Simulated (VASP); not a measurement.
# BN (Qingsongite) (F-43m) in VASP: settings compared, part 2 of 3

VASP 6.6.1. Earlier steps stand in the parts before.

## Step 3: Relaxation of cell and atoms, PBE

This run uses another cell than the first one, of 5.95 Å³/atom, 1.008 times its volume.

INCAR

```
  PREC = Accurate
  ENCUT = 600
  EDIFF = 1E-7
  ISMEAR = 0
  SIGMA = 0.03
  LREAL = F
  LASPH = T
  NELM = 80
  ALGO = Normal
  ISIF = 3
  LWAVE = F
  LCHARG = F
  GGA = PE
  IBRION = 2
  NSW = 90
  EDIFFG = -0.005
```

KPOINTS

```
Automatic mesh
0
Gamma
  14 14 14
```

POSCAR

```
BN                                      
1.0
   -0.0000000000      1.8122822379      1.8122822379
    1.8122822379      0.0000000000      1.8122822379
    1.8122822379      1.8122822379     -0.0000000000
  B               N             
     1     1
Direct
     0.0000000000000000    0.0000000000000000    0.0000000000000000
     0.2500000000000000    0.2500000000000000    0.2500000000000000
```

Potentials or basis: VASP PAW PBE potentials, release 64 (B, N).

The run is started by

```
> cat potpaw_PBE.64/B/POTCAR potpaw_PBE.64/N/POTCAR > POTCAR
> mpirun -np 1 vasp_std > vasp.out
```

It took 4.9 s on 1 thread of Intel Xeon 6975P-C (Granite Rapids), shared host; peak memory 0.12 GiB.

The run converged. Its results:

```yaml
Free_energy: -17.4546 eV
Pressure_after_relaxing: 0.0 GPa
Band_gap_on_the_k_mesh: 4.45 eV, indirect (least direct gap 8.78 eV)
```

Final structure:
```
B N
1.0
     0.00000    1.81228    1.81228
     1.81228    0.00000    1.81228
     1.81228    1.81228    0.00000
B N
1 1
Direct
  0.00000 0.00000 0.00000
  0.25000 0.25000 0.25000
```

Levels at points of the mesh, in eV from the valence-band top:
| k point | band 1 | band 2 | band 3 | band 4 | band 5 | band 6 | band 7 | band 8 |
| --- | --- | --- | --- | --- | --- | --- | --- | --- |
| (0.00, 0.00, 0.00) | -20.14 | 0.00 | 0.00 | 0.00 | 8.78 | 8.78 | 8.78 | 10.22 |
| (0.50, 0.00, 0.00) | -15.96 | -10.62 | -1.93 | -1.93 | 10.04 | 10.66 | 10.66 | 15.18 |
| (0.50, 0.50, 0.00) | -14.61 | -8.86 | -4.87 | -4.87 | 4.45 | 9.19 | 17.80 | 17.80 |

Caveat: the relaxation stopped at its first step, so nothing moved. A k mesh can miss the band edges.

## Step 4: Relaxation of cell and atoms, PBE+D3(BJ)

INCAR

```
PREC = Accurate ; ENCUT = 600
EDIFF = 1E-6 ; ISMEAR = 0
SIGMA = 0.03 ; LREAL = False
LASPH = True ; NELM = 80
ALGO = Normal ; ISIF = 3
LWAVE = False ; LCHARG = False
GGA = PE ; IVDW = 12
IBRION = 2 ; NSW = 90
EDIFFG = -0.01
```

KPOINTS

```
regular mesh
0
Gamma
  14 14 14
```

POSCAR

```
BN
1.0
    0.0000000000      1.8075000000      1.8075000000
    1.8075000000      0.0000000000      1.8075000000
    1.8075000000      1.8075000000      0.0000000000
B N
1 1
Direct
    0.0000000000      0.0000000000      0.0000000000
    0.2500000000      0.2500000000      0.2500000000
```

Potentials or basis: VASP PAW PBE potentials, release 64 (B, N).

The run is started by

```
> cat potpaw_PBE.64/B/POTCAR potpaw_PBE.64/N/POTCAR > POTCAR
> mpirun -np 1 vasp_std > vasp.out
```

OUTCAR:

```text
PREC = Accurate
   ENCUT = 600
   EDIFF = 1E-6
   ISMEAR = 0
   LREAL = False
   LASPH = True
   NELM = 80
   ISIF = 3
   GGA = PE
   IVDW = 12
   IBRION = 2
   NSW = 90
   EDIFFG = -0.01
 IVDW          = 12

 ion  position               nearest neighbor table
   1  0.000  0.000  0.000-   2 1.57   2 1.57   2 1.57   2 1.57
   2  0.250  0.250  0.250-   1 1.57   1 1.57   1 1.57   1 1.57

  LATTYP: Found a face centered cubic cell.
 ALAT       =     3.6150000000

  Lattice vectors:

 A1 = (   0.0000000000,   1.8075000000,   1.8075000000)
 A2 = (   1.8075000000,   0.0000000000,   1.8075000000)
 A3 = (   1.8075000000,   1.8075000000,   0.0000000000)

Analysis of symmetry for initial positions (statically):
=====================================================================
 Subroutine PRICEL returns:
 Original cell was already a primitive cell.

 Routine SETGRP: Setting up the symmetry group for a
 face centered cubic supercell.

 Subroutine GETGRP returns: Found 24 space group operations
 (whereof 24 operations were pure point group operations)
 out of a pool of 48 trial point group operations.

The static configuration has the point symmetry T_d .

Analysis of symmetry for dynamics (positions and initial velocities):
=====================================================================
 Subroutine PRICEL returns:
 Original cell was already a primitive cell.

 Routine SETGRP: Setting up the symmetry group for a
 face centered cubic supercell.

 Subroutine GETGRP returns: Found 24 space group operations
 (whereof 24 operations were pure point group operations)
 out of a pool of 48 trial point group operations.

The dynamic configuration has the point symmetry T_d .

 Subroutine INISYM returns: Found 24 space group operations
 (whereof 24 operations are pure point group operations),
 and found     1 'primitive' translations

----------------------------------------------------------------------------------------

                                     Primitive cell

  volume of cell :      11.8104

  direct lattice vectors                    reciprocal lattice vectors
[... 99 lines left out ...]
   NUPDOWN=      -1.0000    fix difference up-down
   EMIN   =  10.00;   EMAX   =-10.00  energy-range for DOS
   EFERMI =   0.00;   METHOD = LEGACY
   ISMEAR =     0;   SIGMA  =   0.03  broadening in eV -4-tet -1-fermi 0-gaus
   EFERMI_NEDOS =   21; number of points for ismear=-14 and -15
   IALGO  =     38    algorithm
   IMIX   =      4    mixing-type and parameters
     AMIX     =   0.40;   BMIX     =  1.00
     AMIX_MAG =   1.60;   BMIX_MAG =  1.00
  volume/ion in A,a.u.               =       5.91        39.85
  Fermi-wavevector in a.u.,A,eV,Ry     =   1.437749  2.716952 28.124920  2.067123
  Thomas-Fermi vector in A             =   2.556793
   LORBIT       =      0    0 simple, 1 ext, 2 COOP (PROOUT), +10 PAW based schemes
   GGA     = PE    functional components
   LHFCALC =     F    Hartree Fock is set to
   AEXX    =    0.0000 exact exchange contribution
   IVDW    =    12    specifies the selected vdW correction
   LEPSILON=     F    determine dielectric tensor
   LRPA    =     F    only Hartree local field effects (RPA)
 conjugate gradient relaxation of ions
 non-spin polarized calculation
 Gauss-broadening in eV      SIGMA  =   0.03
  energy-cutoff  :      600.00
  volume of cell :       11.81
 maximum number of plane-waves:       411
   NGX = 11   NGY = 11   NGZ = 11

--------------------------------------- Ionic step        1  -------------------------------------------

 number of electron       7.9999999 magnetization

 Free energy of the ion-electron system (eV)
  ---------------------------------------------------
  ext. energy  EPLUGINS =         0.00000000
  ---------------------------------------------------
  free energy    TOTEN  =       -17.45344589 eV

  energy without entropy =      -17.45344589  energy(sigma->0) =      -17.45344589

------------------------ aborting loop because EDIFF is reached ----------------------------------------

 Edisp (eV)   -0.41837

 E8    (eV) :    -0.1237
[... 71 lines left out ...]
--------------------------------------- Ionic step        3  -------------------------------------------

 number of electron       7.9999999 magnetization

 Free energy of the ion-electron system (eV)
  ---------------------------------------------------
  ext. energy  EPLUGINS =         0.00000000
  ---------------------------------------------------
  free energy    TOTEN  =       -17.45116316 eV

  energy without entropy =      -17.45116316  energy(sigma->0) =      -17.45116316

 E-fermi :   7.6311     XC(G=0): -12.8573

 val. band max:        7.4903530011   @ k =   0.0000   0.0000   0.0000
 cond. band min:      11.9572304257   @ k =   0.5000   0.5000   0.0000
 fundamental gap:      4.4668774245
 Fermi energy:         7.6311092702

 k-point     1 :       0.0000    0.0000    0.0000
  band No.  band energies     occupation
      1     -12.8215      2.00000
      2       7.4904      2.00000
      3       7.4904      2.00000
      4       7.4904      2.00000
      5      16.3439      0.00000
      6      16.3439      0.00000
      7      16.3439      0.00000
      8      17.9561      0.00000
[... 243 lines left out ...]
 k-point    24 :       0.2857    0.1429    0.0000
  band No.  band energies     occupation
      1     -11.0457      2.00000
      2       2.4293      2.00000
      3       5.1274      2.00000
      4       5.6225      2.00000
      5      15.7706      0.00000
      6      19.2298      0.00000
      7      19.6996      0.00000
      8      20.3898      0.00000

 [... further k-points ...]

------------------------ aborting loop because EDIFF is reached ----------------------------------------

 Edisp (eV)   -0.42135

 E8    (eV) :    -0.1245
[... 25 lines left out ...]
  FREE ENERGIE OF THE ION-ELECTRON SYSTEM (eV)
  ---------------------------------------------------
  free  energy   TOTEN  =       -17.8725133087 eV

  energy  without entropy=      -17.8725133087  energy(sigma->0) =      -17.87251331

 reached required accuracy - stopping structural energy minimisation
```

Run time: 7.6 s. Hardware: 1 thread of Intel Xeon 6975P-C (Granite Rapids), shared host; peak memory 0.14 GiB.

What came out:

```
Free energy                            : -17.8725 eV
Relaxed volume                         : 5.86 Å³/atom
Relaxed cell                           : a = 2.550 Å, b = 2.550 Å, c = 2.550 Å, α = 60.00°, β = 60.00°, γ = 60.00°
Space group after relaxing (to 0.05 Å) : F-43m (No. 216)
Energy gained by relaxing              : 0.4 meV/atom
Ionic steps                            : 3
Pressure after relaxing                : 0.0 GPa
Band gap on the k mesh                 : 4.47 eV, indirect (least direct gap 8.85 eV)
Dispersion energy per atom             : -0.211 eV
```

Step by step:
| step | energy change (eV) | largest force (eV/Å) | pressure (GPa) | volume (Å³) |
| --- | --- | --- | --- | --- |
| 1 | 0.0000 | 0.0000 | -2.66 | 11.81 |
| 2 | 0.0000 | 0.0000 | 2.79 | 11.64 |
| 3 | -0.0007 | 0.0000 | 0.01 | 11.73 |

Final structure:
```yaml
crystal:
  lattice:
    - [0.00000, 1.80323, 1.80323]
    - [1.80323, 0.00000, 1.80323]
    - [1.80323, 1.80323, 0.00000]
  atoms:
    - { symbol: B, position: [0.00000, 0.00000, 0.00000] }
    - { symbol: N, position: [0.25000, 0.25000, 0.25000] }
```

(Continued in part 3 of 3.)
